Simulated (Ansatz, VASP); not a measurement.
## Two plane-wave programs on Si7W4 (a cell with a defect)

```
Si W
1.0
    -3.20342    3.20342    7.81346
     1.60171   -1.60171    3.90673
     3.20342    3.20342   -7.81346
Si W
7 4
Direct
  0.16920 0.34631 0.00646
  0.33050 0.66781 0.99590
  0.32878 0.65045 0.50000
  0.66274 0.33340 0.99354
  0.83460 0.67601 0.00410
  0.66516 0.33134 0.50000
  0.84043 0.65993 0.50000
  0.99610 0.00145 0.50000
  0.99642 0.99812 0.99387
  0.50619 0.99013 0.50000
  0.50255 0.01038 0.00613
```

Alike in both runs: functional PBEsol; k mesh 5 × 5 × 5; occupations gaussian, width 0.05 eV; no spin polarisation.

Ansatz relaxed the structure, and its values are those at the end. VASP's run is a single point on that final structure, the one shown.

|  | VASP | Ansatz |
| --- | --- | --- |
| version | VASP 6.6.1 | Ansatz 0.2.0 |
| potentials or method | VASP PAW PBE potentials, release 64 (Si, W_sv) | scalar-relativistic, plane waves, PAW |
| plane-wave cutoff (eV) | 520 | 420 |
| valence electrons in the cell | 84 | 84 |

Ansatz gave:

| Quantity | Value |
| --- | --- |
| gap on the k mesh at the Fermi level (eV) | none |
| pressure (GPa) | -3.4 |
| rms of the force components (eV/Å) | 0.006 |

Question: What did VASP give for the same quantities?

Answer: gap on the k mesh at the Fermi level (eV): none; pressure (GPa): -3.1; rms of the force components (eV/Å): 0.006.

A gap of «none» marks a metal or a gap that the smearing closes. Ansatz warned: «stress_scf_threshold_loose».

Caveats: the k mesh is coarse (spacing up to 0.42 Å⁻¹), so the values aren't converged; the PAW data sets were made with another functional, which shifts forces and pressure a little (VASP). Spin-orbit coupling is left out, which matters for the levels of W.
